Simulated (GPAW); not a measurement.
# InP (F-43m) in GPAW: notebook

Runs on InP. Level: LDA. Tasks: relaxation of cell and atoms.

All numbers are computed with GPAW 26.7.0; they aren't measurements. Logs are shortened: lines on timing, memory, paths and dates and some standing lists are left out, and cuts for length are marked. The log counts tension as positive stress, the text compression.

## 1. Starting point

The structure is cubic, space group F-43m (No. 216). The conventional cell has a = 5.861 Å, b = 5.861 Å, c = 5.861 Å, α = 90.00°, β = 90.00°, γ = 90.00°. Around In (site symmetry -43m) lie 4 P at 2.54 Å. P (site symmetry -43m) is surrounded by 4 In at 2.54 Å.

## 2. Relaxation of cell and atoms, LDA

File run.py:

```python
from ase.filters import FrechetCellFilter
from ase.io import read, write
from ase.optimize import BFGS
from gpaw import GPAW, PW

atoms = read('POSCAR')

calc = GPAW(mode=PW(600),
            xc='LDA',
            kpts={'size': (8, 8, 8), 'gamma': True},
            occupations={'name': 'fermi-dirac', 'width': 0.05},
            nbands=18,
            convergence={'density': 1e-05, 'forces': 0.0001},
            maxiter=150,
            txt='gpaw.txt')
atoms.calc = calc
opt = BFGS(FrechetCellFilter(atoms), trajectory='relax.traj', logfile='-')
done = opt.run(fmax=0.02, steps=60)
calc.write('gs.gpw')
write('result.traj', atoms)
print('Converged:', done)
print('Cell:', atoms.cell.cellpar().round(4))
print('Volume:', round(atoms.get_volume(), 4))
print(atoms.get_scaled_positions().round(5))
```

File POSCAR:

```
InP
1.0
    0.0000000000      2.9305000000      2.9305000000
    2.9305000000      0.0000000000      2.9305000000
    2.9305000000      2.9305000000      0.0000000000
In P
1 1
Direct
    0.0000000000      0.0000000000      0.0000000000
    0.7500000000      0.7500000000      0.7500000000
```

Potentials or basis: the program's PAW data sets (release 1.2.1) made for this functional, pw.

Started as:

```
$ OMP_NUM_THREADS=1 python run.py
```

gpaw.txt:

```text
__  _  _
 | _ |_)|_||  |
 |__||  | ||/\| - 26.7.0

Input parameters:
  mode=PW(ecut=600.0),
  convergence={'density': 1e-05, 'forces': 0.0001},
  kpts=MonkhorstPack(size=(8, 8, 8), gamma=True),
  maxiter=150,
  nbands=18,
  occupations=Occupations(name='fermi-dirac', width=0.05),
  xc=XC(name='LDA')

Diagonalizing LCAO Hamiltonian
Converting LCAO to pw mode

                     P

       In

Atoms  # Å, Bohr magnetons
|   | symbol |        x |        y |        z |    initial magnetic moments |
|---|--------|----------|----------|----------|-----------------------------|
| 0 |     In | 0.000000 | 0.000000 | 0.000000 | ( 0.0000,  0.0000,  0.0000) |
| 1 |      P | 4.395750 | 4.395750 | 4.395750 | ( 0.0000,  0.0000,  0.0000) |

Unit cell  # Å
| periodic |        x |        y |        z |  lengths |    angles |
|----------|----------|----------|----------|----------|-----------|
|      yes | 0.000000 | 2.930500 | 2.930500 | 4.144353 | 60.000000 |
|      yes | 2.930500 | 0.000000 | 2.930500 | 4.144353 | 60.000000 |
|      yes | 2.930500 | 2.930500 | 0.000000 | 4.144353 | 60.000000 |

Number of symmetries: 24
Symmetry operations  # r_c * U_cc + t_c -> r_c
|    | kind |            matrix            |
|----|------|------------------------------|
|  0 |  E   |  1, 0, 0,  0, 1, 0,  0, 0, 1 |
|  1 |  σ   |  1, 0, 0,  0, 0, 1,  0, 1, 0 |
|  2 |  σ   |  1, 0,-1,  0, 1,-1,  0, 0,-1 |
|  3 |  C3  |  1, 0,-1,  0, 0,-1,  0, 1,-1 |
|  4 |  C3  |  1,-1, 0,  0,-1, 1,  0,-1, 0 |
|  5 |  σ   |  1,-1, 0,  0,-1, 0,  0,-1, 1 |
|  6 |  σ   |  0, 1, 0,  1, 0, 0,  0, 0, 1 |
|  7 |  C3  |  0, 1, 0,  0, 0, 1,  1, 0, 0 |
|  8 |  C2  |  0, 1,-1,  1, 0,-1,  0, 0,-1 |
|  9 |  S4  |  0, 1,-1,  0, 0,-1,  1, 0,-1 |
| 10 |  C3  |  0, 0, 1,  1, 0, 0,  0, 1, 0 |
| 11 |  σ   |  0, 0, 1,  0, 1, 0,  1, 0, 0 |
| 12 |  S4  |  0, 0,-1,  1, 0,-1,  0, 1,-1 |
| 13 |  C3  |  0, 0,-1,  0, 1,-1,  1, 0,-1 |
| 14 |  S4  |  0,-1, 1,  1,-1, 0,  0,-1, 0 |
| 15 |  C2  |  0,-1, 1,  0,-1, 0,  1,-1, 0 |
| 16 |  C3  |  0,-1, 0,  1,-1, 0,  0,-1, 1 |
| 17 |  S4  |  0,-1, 0,  0,-1, 1,  1,-1, 0 |
| 18 |  S4  | -1, 1, 0, -1, 0, 1, -1, 0, 0 |
| 19 |  C3  | -1, 1, 0, -1, 0, 0, -1, 0, 1 |
| 20 |  C3  | -1, 0, 1, -1, 1, 0, -1, 0, 0 |
| 21 |  S4  | -1, 0, 1, -1, 0, 0, -1, 1, 0 |
| 22 |  σ   | -1, 0, 0, -1, 1, 0, -1, 0, 1 |
| 23 |  C2  | -1, 0, 0, -1, 0, 1, -1, 1, 0 |

BZ-sampling:
  Number of BZ points: 512
  Number of IBZ points: 29

  Monkhorst-Pack size: [8, 8, 8]
  Monkhorst-Pack shift: [0.0625, 0.0625, 0.0625]
[... 158 lines left out ...]
Fermi level: 4.943
Eigenvalues  # (at kpt = [0.000, 0.000, 0.000])
| band index |      eig [eV] | occ [0-2] |
|------------|---------------|-----------|
|          0 |        -9.414 |     2.000 |
|          1 |        -9.414 |     2.000 |
|          2 |        -9.414 |     2.000 |
|          3 |        -9.255 |     2.000 |
|          4 |        -9.255 |     2.000 |
|          5 |        -6.892 |     2.000 |
[... 10 lines left out ...]
|         16 |        15.702 |     0.000 |
|         17 |        15.702 |     0.000 |

Gap: 0.479 eV
Transition (v -> c):
  (s=0, k=0, n=8, [0.00, 0.00, 0.00]) -> (s=0, k=0, n=9, [0.00, 0.00, 0.00])
No difference between direct/indirect transitions

Stress tensor  # eV/Ang^3
|         x |         y |         z |
|-----------|-----------|-----------|
|  0.009258 | -0.000000 |  0.000000 |
| -0.000000 |  0.009258 | -0.000000 |
|  0.000000 | -0.000000 |  0.009258 |

Forces  # eV/Ang
|       x |        y |        z |
|---------|----------|----------|
| 0.00000 | -0.00000 | -0.00000 |  # In   0
| 0.00000 | -0.00000 | -0.00000 |  # P    1

Interpolating wave functions to new cell

                     P

       In

Atoms  # Å, Bohr magnetons
|   | symbol |         x |         y |         z |    initial magnetic moments |
|---|--------|-----------|-----------|-----------|-----------------------------|
| 0 |     In | -0.000000 | -0.000000 | -0.000000 | ( 0.0000,  0.0000,  0.0000) |
| 1 |      P |  4.388441 |  4.388441 |  4.388441 | ( 0.0000,  0.0000,  0.0000) |

Unit cell  # Å
| periodic |        x |        y |        z |  lengths |    angles |
|----------|----------|----------|----------|----------|-----------|
|      yes | 0.000000 | 2.925627 | 2.925627 | 4.137462 | 60.000000 |
|      yes | 2.925627 | 0.000000 | 2.925627 | 4.137462 | 60.000000 |
|      yes | 2.925627 | 2.925627 | 0.000000 | 4.137462 | 60.000000 |

Number of symmetries: 24
Symmetry operations  # r_c * U_cc + t_c -> r_c
|    | kind |            matrix            |
|----|------|------------------------------|
|  0 |  E   |  1, 0, 0,  0, 1, 0,  0, 0, 1 |
|  1 |  σ   |  1, 0, 0,  0, 0, 1,  0, 1, 0 |
|  2 |  σ   |  1, 0,-1,  0, 1,-1,  0, 0,-1 |
|  3 |  C3  |  1, 0,-1,  0, 0,-1,  0, 1,-1 |
|  4 |  C3  |  1,-1, 0,  0,-1, 1,  0,-1, 0 |
|  5 |  σ   |  1,-1, 0,  0,-1, 0,  0,-1, 1 |
|  6 |  σ   |  0, 1, 0,  1, 0, 0,  0, 0, 1 |
|  7 |  C3  |  0, 1, 0,  0, 0, 1,  1, 0, 0 |
|  8 |  C2  |  0, 1,-1,  1, 0,-1,  0, 0,-1 |
|  9 |  S4  |  0, 1,-1,  0, 0,-1,  1, 0,-1 |
| 10 |  C3  |  0, 0, 1,  1, 0, 0,  0, 1, 0 |
| 11 |  σ   |  0, 0, 1,  0, 1, 0,  1, 0, 0 |
| 12 |  S4  |  0, 0,-1,  1, 0,-1,  0, 1,-1 |
| 13 |  C3  |  0, 0,-1,  0, 1,-1,  1, 0,-1 |
| 14 |  S4  |  0,-1, 1,  1,-1, 0,  0,-1, 0 |
| 15 |  C2  |  0,-1, 1,  0,-1, 0,  1,-1, 0 |
| 16 |  C3  |  0,-1, 0,  1,-1, 0,  0,-1, 1 |
| 17 |  S4  |  0,-1, 0,  0,-1, 1,  1,-1, 0 |
| 18 |  S4  | -1, 1, 0, -1, 0, 1, -1, 0, 0 |
| 19 |  C3  | -1, 1, 0, -1, 0, 0, -1, 0, 1 |
| 20 |  C3  | -1, 0, 1, -1, 1, 0, -1, 0, 0 |
| 21 |  S4  | -1, 0, 1, -1, 0, 0, -1, 1, 0 |
| 22 |  σ   | -1, 0, 0, -1, 1, 0, -1, 0, 1 |
| 23 |  C2  | -1, 0, 0, -1, 0, 1, -1, 1, 0 |

BZ-sampling:
  Number of BZ points: 512
  Number of IBZ points: 29

  Monkhorst-Pack size: [8, 8, 8]
  Monkhorst-Pack shift: [0.0625, 0.0625, 0.0625]
[... 156 lines left out ...]
Fermi level: 5.010
Eigenvalues  # (at kpt = [0.000, 0.000, 0.000])
| band index |      eig [eV] | occ [0-2] |
|------------|---------------|-----------|
|          0 |        -9.371 |     2.000 |
|          1 |        -9.371 |     2.000 |
|          2 |        -9.371 |     2.000 |
|          3 |        -9.210 |     2.000 |
|          4 |        -9.210 |     2.000 |
|          5 |        -6.873 |     2.000 |
[... 10 lines left out ...]
|         16 |        15.767 |     0.000 |
|         17 |        15.767 |     0.000 |

Gap: 0.506 eV
Transition (v -> c):
  (s=0, k=0, n=8, [0.00, 0.00, 0.00]) -> (s=0, k=0, n=9, [0.00, 0.00, 0.00])
No difference between direct/indirect transitions

Stress tensor  # eV/Ang^3
|         x |         y |         z |
|-----------|-----------|-----------|
|  0.007204 |  0.000000 | -0.000000 |
|  0.000000 |  0.007204 | -0.000000 |
| -0.000000 | -0.000000 |  0.007204 |

Forces  # eV/Ang
|        x |        y |        z |
|----------|----------|----------|
| -0.00000 | -0.00000 | -0.00000 |  # In   0
|  0.00000 |  0.00000 |  0.00000 |  # P    1

Interpolating wave functions to new cell

                     P

       In

Atoms  # Å, Bohr magnetons
|   | symbol |         x |        y |         z |    initial magnetic moments |
|---|--------|-----------|----------|-----------|-----------------------------|
| 0 |     In | -0.000000 | 0.000000 | -0.000000 | ( 0.0000,  0.0000,  0.0000) |
| 1 |      P |  4.363456 | 4.363456 |  4.363456 | ( 0.0000,  0.0000,  0.0000) |

Unit cell  # Å
| periodic |        x |        y |        z |  lengths |    angles |
|----------|----------|----------|----------|----------|-----------|
|      yes | 0.000000 | 2.908971 | 2.908971 | 4.113906 | 60.000000 |
|      yes | 2.908971 | 0.000000 | 2.908971 | 4.113906 | 60.000000 |
|      yes | 2.908971 | 2.908971 | 0.000000 | 4.113906 | 60.000000 |

Number of symmetries: 24
Symmetry operations  # r_c * U_cc + t_c -> r_c
|    | kind |            matrix            |
|----|------|------------------------------|
|  0 |  E   |  1, 0, 0,  0, 1, 0,  0, 0, 1 |
|  1 |  σ   |  1, 0, 0,  0, 0, 1,  0, 1, 0 |
|  2 |  σ   |  1, 0,-1,  0, 1,-1,  0, 0,-1 |
|  3 |  C3  |  1, 0,-1,  0, 0,-1,  0, 1,-1 |
|  4 |  C3  |  1,-1, 0,  0,-1, 1,  0,-1, 0 |
|  5 |  σ   |  1,-1, 0,  0,-1, 0,  0,-1, 1 |
|  6 |  σ   |  0, 1, 0,  1, 0, 0,  0, 0, 1 |
|  7 |  C3  |  0, 1, 0,  0, 0, 1,  1, 0, 0 |
|  8 |  C2  |  0, 1,-1,  1, 0,-1,  0, 0,-1 |
|  9 |  S4  |  0, 1,-1,  0, 0,-1,  1, 0,-1 |
| 10 |  C3  |  0, 0, 1,  1, 0, 0,  0, 1, 0 |
| 11 |  σ   |  0, 0, 1,  0, 1, 0,  1, 0, 0 |
| 12 |  S4  |  0, 0,-1,  1, 0,-1,  0, 1,-1 |
| 13 |  C3  |  0, 0,-1,  0, 1,-1,  1, 0,-1 |
| 14 |  S4  |  0,-1, 1,  1,-1, 0,  0,-1, 0 |
| 15 |  C2  |  0,-1, 1,  0,-1, 0,  1,-1, 0 |
| 16 |  C3  |  0,-1, 0,  1,-1, 0,  0,-1, 1 |
| 17 |  S4  |  0,-1, 0,  0,-1, 1,  1,-1, 0 |
| 18 |  S4  | -1, 1, 0, -1, 0, 1, -1, 0, 0 |
| 19 |  C3  | -1, 1, 0, -1, 0, 0, -1, 0, 1 |
| 20 |  C3  | -1, 0, 1, -1, 1, 0, -1, 0, 0 |
| 21 |  S4  | -1, 0, 1, -1, 0, 0, -1, 1, 0 |
| 22 |  σ   | -1, 0, 0, -1, 1, 0, -1, 0, 1 |
| 23 |  C2  | -1, 0, 0, -1, 0, 1, -1, 1, 0 |

BZ-sampling:
  Number of BZ points: 512
  Number of IBZ points: 29

  Monkhorst-Pack size: [8, 8, 8]
  Monkhorst-Pack shift: [0.0625, 0.0625, 0.0625]
[... 157 lines left out ...]
Fermi level: 5.242
Eigenvalues  # (at kpt = [0.000, 0.000, 0.000])
| band index |      eig [eV] | occ [0-2] |
|------------|---------------|-----------|
|          0 |        -9.224 |     2.000 |
|          1 |        -9.224 |     2.000 |
|          2 |        -9.224 |     2.000 |
|          3 |        -9.054 |     2.000 |
|          4 |        -9.054 |     2.000 |
|          5 |        -6.807 |     2.000 |
[... 10 lines left out ...]
|         16 |        15.993 |     0.000 |
|         17 |        15.993 |     0.000 |

Gap: 0.598 eV
Transition (v -> c):
  (s=0, k=0, n=8, [0.00, 0.00, 0.00]) -> (s=0, k=0, n=9, [0.00, 0.00, 0.00])
No difference between direct/indirect transitions

Stress tensor  # eV/Ang^3
|         x |         y |         z |
|-----------|-----------|-----------|
| -0.000207 | -0.000000 | -0.000000 |
| -0.000000 | -0.000207 |  0.000000 |
| -0.000000 |  0.000000 | -0.000207 |

Forces  # eV/Ang
|        x |        y |        z |
|----------|----------|----------|
| -0.00000 | -0.00000 | -0.00000 |  # In   0
|  0.00000 |  0.00000 | -0.00000 |  # P    1

# Writing to gs.gpw (mode='')
```

Run time: 34 s. Hardware: 1 thread of Arm Neoverse V2, shared host; peak memory 0.19 GiB.

What came out:

```
Free energy                            : -9.9136 eV
Relaxed volume                         : 24.62 Å³/atom
Relaxed cell                           : a = 4.114 Å, b = 4.114 Å, c = 4.114 Å, α = 60.00°, β = 60.00°, γ = 60.00°
Space group after relaxing (to 0.05 Å) : F-43m (No. 216)
Energy gained by relaxing              : 2.4 meV/atom
Ionic steps                            : 3
Pressure after relaxing                : 0.0 GPa
Band gap on the k mesh                 : 0.60 eV, direct
```

The path:
```tsv
step	energy change (eV)	largest force (eV/Å)	pressure (GPa)	volume (Å³)
1	0.0000	0.0000	-1.48	50.33
2	-0.0020	0.0000	-1.15	50.08
3	-0.0048	0.0000	0.03	49.23
```

Final structure:
```
In P
1.0
     0.00000    2.90897    2.90897
     2.90897    0.00000    2.90897
     2.90897    2.90897    0.00000
In P
1 1
Direct
  0.00000 0.00000 0.00000
  0.75000 0.75000 0.75000
```

Caveat: later steps reuse the first step's grids; spin-orbit coupling is left out, which moves the levels of the heavy elements. Zero-point motion and thermal expansion aren't in these numbers.

## 3. Relaxation of cell and atoms, LDA, target pressure 2 GPa, at which the enthalpy is minimised

Changes to run.py since step 2:

```diff
@@ -3,5 +3,6 @@
 from ase.optimize import BFGS
+from ase.units import GPa
 from gpaw import GPAW, PW
 
-atoms = read('POSCAR')
+atoms = read('InP.xyz')
 
@@ -16,3 +17,3 @@
 atoms.calc = calc
-opt = BFGS(FrechetCellFilter(atoms), trajectory='relax.traj', logfile='-')
+opt = BFGS(FrechetCellFilter(atoms, scalar_pressure=2 * GPa), trajectory='relax.traj', logfile='-')
 done = opt.run(fmax=0.02, steps=60)
```

File InP.xyz:

```xyz
2
Lattice="0.0000000000 2.9305000000 2.9305000000 2.9305000000 0.0000000000 2.9305000000 2.9305000000 2.9305000000 0.0000000000" Properties=species:S:1:pos:R:3 pbc="T T T"
In     0.0000000000      0.0000000000      0.0000000000
P      4.3957500000      4.3957500000      4.3957500000
```

Potentials or basis: the program's PAW data sets (release 1.2.1) made for this functional, pw.

Started as:

```
$ OMP_NUM_THREADS=1 python run.py
```

gpaw.txt:

```text
__  _  _
 | _ |_)|_||  |
 |__||  | ||/\| - 26.7.0

Input parameters:
  mode=PW(ecut=600.0),
  convergence={'density': 1e-05, 'forces': 0.0001},
  kpts=MonkhorstPack(size=(8, 8, 8), gamma=True),
  maxiter=150,
  nbands=18,
  occupations=Occupations(name='fermi-dirac', width=0.05),
  xc=XC(name='LDA')

Diagonalizing LCAO Hamiltonian
Converting LCAO to pw mode

                     P

       In

Atoms  # Å, Bohr magnetons
|   | symbol |        x |        y |        z |    initial magnetic moments |
|---|--------|----------|----------|----------|-----------------------------|
| 0 |     In | 0.000000 | 0.000000 | 0.000000 | ( 0.0000,  0.0000,  0.0000) |
| 1 |      P | 4.395750 | 4.395750 | 4.395750 | ( 0.0000,  0.0000,  0.0000) |

Unit cell  # Å
| periodic |        x |        y |        z |  lengths |    angles |
|----------|----------|----------|----------|----------|-----------|
|      yes | 0.000000 | 2.930500 | 2.930500 | 4.144353 | 60.000000 |
|      yes | 2.930500 | 0.000000 | 2.930500 | 4.144353 | 60.000000 |
|      yes | 2.930500 | 2.930500 | 0.000000 | 4.144353 | 60.000000 |

Number of symmetries: 24
Symmetry operations  # r_c * U_cc + t_c -> r_c
|    | kind |            matrix            |
|----|------|------------------------------|
|  0 |  E   |  1, 0, 0,  0, 1, 0,  0, 0, 1 |
|  1 |  σ   |  1, 0, 0,  0, 0, 1,  0, 1, 0 |
|  2 |  σ   |  1, 0,-1,  0, 1,-1,  0, 0,-1 |
[... 508 lines left out ...]
|  6 |  σ   |  0, 1, 0,  1, 0, 0,  0, 0, 1 |
|  7 |  C3  |  0, 1, 0,  0, 0, 1,  1, 0, 0 |
|  8 |  C2  |  0, 1,-1,  1, 0,-1,  0, 0,-1 |
[... 208 lines left out ...]
Stress tensor  # eV/Ang^3
|         x |         y |         z |
|-----------|-----------|-----------|
| -0.013627 | -0.000000 | -0.000000 |
| -0.000000 | -0.013627 |  0.000000 |
| -0.000000 |  0.000000 | -0.013627 |

Forces  # eV/Ang
|        x |        y |        z |
|----------|----------|----------|
|  0.00000 |  0.00000 | -0.00000 |  # In   0
| -0.00000 | -0.00000 | -0.00000 |  # P    1

Interpolating wave functions to new cell

                    P

       In

Atoms  # Å, Bohr magnetons
|   | symbol |        x |        y |         z |    initial magnetic moments |
|---|--------|----------|----------|-----------|-----------------------------|
| 0 |     In | 0.000000 | 0.000000 | -0.000000 | ( 0.0000,  0.0000,  0.0000) |
| 1 |      P | 4.326416 | 4.326416 |  4.326416 | ( 0.0000,  0.0000,  0.0000) |

Unit cell  # Å
| periodic |         x |        y |        z |  lengths |    angles |
|----------|-----------|----------|----------|----------|-----------|
|      yes | -0.000000 | 2.884278 | 2.884278 | 4.078984 | 60.000000 |
|      yes |  2.884278 | 0.000000 | 2.884278 | 4.078984 | 60.000000 |
|      yes |  2.884278 | 2.884278 | 0.000000 | 4.078984 | 60.000000 |

Number of symmetries: 24
Symmetry operations  # r_c * U_cc + t_c -> r_c
|    | kind |            matrix            |
|----|------|------------------------------|
|  0 |  E   |  1, 0, 0,  0, 1, 0,  0, 0, 1 |
|  1 |  σ   |  1, 0, 0,  0, 0, 1,  0, 1, 0 |
|  2 |  σ   |  1, 0,-1,  0, 1,-1,  0, 0,-1 |
|  3 |  C3  |  1, 0,-1,  0, 0,-1,  0, 1,-1 |
|  4 |  C3  |  1,-1, 0,  0,-1, 1,  0,-1, 0 |
|  5 |  σ   |  1,-1, 0,  0,-1, 0,  0,-1, 1 |
|  6 |  σ   |  0, 1, 0,  1, 0, 0,  0, 0, 1 |
|  7 |  C3  |  0, 1, 0,  0, 0, 1,  1, 0, 0 |
|  8 |  C2  |  0, 1,-1,  1, 0,-1,  0, 0,-1 |
[... 205 lines left out ...]
Stress tensor  # eV/Ang^3
|         x |         y |         z |
|-----------|-----------|-----------|
| -0.012435 | -0.000000 | -0.000000 |
| -0.000000 | -0.012435 | -0.000000 |
| -0.000000 | -0.000000 | -0.012435 |

Forces  # eV/Ang
|        x |        y |        z |
|----------|----------|----------|
|  0.00000 |  0.00000 | -0.00000 |  # In   0
| -0.00000 | -0.00000 | -0.00000 |  # P    1

# Writing to gs.gpw (mode='')
```

stdout:

```text
Step          Energy          fmax
BFGS:    0       -9.280450        0.547142
BFGS:    1       -9.291641        0.418962
BFGS:    2       -9.306406        0.027375
BFGS:    3       -9.306503        0.001141
Converged: True
Cell: [ 4.079  4.079  4.079 60.    60.    60.   ]
Volume: 47.9889
[[0.   0.   0.  ]
 [0.75 0.75 0.75]]
```

Run time: 45 s. Hardware: 1 thread of Arm Neoverse V2, shared host; peak memory 0.21 GiB.

What came out:

```
Free energy                                            : -9.9055 eV
Relaxed volume                                         : 23.99 Å³/atom
Relaxed cell                                           : a = 4.079 Å, b = 4.079 Å, c = 4.079 Å, α = 60.00°, β = 60.00°, γ = 60.00°
Space group after relaxing (to 0.05 Å)                 : F-43m (No. 216)
Energy change on relaxing (the enthalpy is what falls) : +1.6 meV/atom
Ionic steps                                            : 4
Pressure after relaxing                                : 2.0 GPa
Band gap on the k mesh                                 : 0.74 eV, direct
```

The path:
```csv
step,energy change (eV),largest force (eV/Å),pressure (GPa),volume (Å³)
1,0.0000,0.0000,-1.48,50.33
2,-0.0039,0.0000,-0.70,49.75
3,0.0047,0.0000,2.18,47.88
4,0.0032,0.0000,1.99,47.99
```

Final structure:
```cif
data_structure
_symmetry_space_group_name_H-M 'P 1'
_symmetry_Int_Tables_number 1
_cell_length_a 4.0790
_cell_length_b 4.0790
_cell_length_c 4.0790
_cell_angle_alpha 60.000
_cell_angle_beta 60.000
_cell_angle_gamma 60.000
_cell_volume 47.99
loop_
_atom_site_label
_atom_site_type_symbol
_atom_site_fract_x
_atom_site_fract_y
_atom_site_fract_z
_atom_site_occupancy
In1 In 0.00000 0.00000 0.00000 1
P1 P 0.75000 0.75000 0.75000 1
```

Levels at points of the mesh, in eV from the valence-band top:
| k point | band 7 | band 8 | band 9 | band 10 | band 11 | band 12 |
| --- | --- | --- | --- | --- | --- | --- |
| (0.00, 0.00, 0.00) | 0.00 | 0.00 | 0.00 | 0.74 | 3.93 | 3.93 |
| (0.50, 0.50, 0.00) | -6.09 | -2.54 | -2.54 | 1.52 | 2.11 | 9.29 |
| (0.50, 0.50, 0.50) | -6.11 | -1.07 | -1.07 | 1.42 | 4.69 | 4.69 |

Caveat: later steps reuse the first step's grids; spin-orbit coupling is left out, which moves the levels of the heavy elements. Zero-point motion and thermal expansion aren't in these numbers.

(Part 1 of 2 ends here.)
